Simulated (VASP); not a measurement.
## A VASP 6.6.1 single-point calculation on LiF

INCAR

```
NSW = 0
EDIFF = 1E-7
LASPH = .TRUE.
IBRION = -1
LWAVE = .FALSE.
GGA = PE
LREAL = .FALSE.
BMIX = 3
PREC = Accurate
ISMEAR = -1
ISIF = 2
NELM = 62
NBANDS = 12
SIGMA = 0.02
LCHARG = .FALSE.
ENCUT = 520
```

KPOINTS

```
KPOINTS created by Atomic Simulation Environment
0
Gamma
10 10 10
0 0 0
```

POSCAR

```
Li F
 1.0000000000000000
     2.5263234782000001    0.0000000000000000    0.0000000000000000
     0.0000000000000000    2.5263234782000001    0.0000000000000000
     0.0000000000000000    0.0000000000000000    2.5162584444000000
 Li  F
   1   1
Cartesian
  0.0000000000000000  0.0000000000000000  0.0000000000000000
  1.2631617390999998  1.2631617390999998  1.2581292221999998
```

The recommended PBE PAW datasets give the neutral cell 10 valence electrons.

Command

```
mpirun -np 1 vasp_std
```

Q: Predict the outcome of this run.

A: It converged. Results: gap between bands v and c on the k mesh 7.86 eV; least direct gap on the k mesh 8.56 eV; pressure 2.7 GPa. Band v is the last that the valence electrons fill when counted band by band, and c is the next.

OSZICAR

```
N       E                     dE             d eps       ncg     rms          rms(c)
DAV:   1     0.316028273764E+02    0.31603E+02   -0.54412E+03  3168   0.846E+02
DAV:   2    -0.859037293986E+01   -0.40193E+02   -0.39403E+02  3780   0.187E+02
DAV:   3    -0.957516172248E+01   -0.98479E+00   -0.98353E+00  3820   0.255E+01
DAV:   4    -0.958499124213E+01   -0.98295E-02   -0.98290E-02  3384   0.272E+00
DAV:   5    -0.958512113671E+01   -0.12989E-03   -0.12989E-03  3816   0.246E-01    0.448E+00
DAV:   6    -0.916591438509E+01    0.41921E+00   -0.89785E-01  3144   0.605E+00    0.201E+00
DAV:   7    -0.906451469144E+01    0.10140E+00   -0.34479E-01  3348   0.365E+00    0.113E+00
DAV:   8    -0.904004639379E+01    0.24468E-01   -0.30895E-02  3888   0.177E+00    0.375E-01
DAV:   9    -0.904225682404E+01   -0.22104E-02   -0.20297E-02  4056   0.971E-01    0.260E-01
DAV:  10    -0.904144509503E+01    0.81173E-03   -0.81970E-03  3304   0.556E-01    0.664E-02
DAV:  11    -0.904153365136E+01   -0.88556E-04   -0.22436E-04  3284   0.126E-01    0.288E-02
DAV:  12    -0.904155330920E+01   -0.19658E-04   -0.27990E-05  3372   0.552E-02    0.613E-03
DAV:  13    -0.904155394791E+01   -0.63871E-06   -0.12906E-06  3568   0.105E-02    0.206E-03
DAV:  14    -0.904155390526E+01    0.42648E-07   -0.53848E-07  3736   0.360E-03
   1 F= -.90415539E+01 E0= -.90415539E+01  d E =-.169012E-13
```

For comparison, a separate PBE run of the intended cell, on usual settings and not on those above, gives a gap of 7.86 eV on its mesh and a pressure of 2.7 GPa.
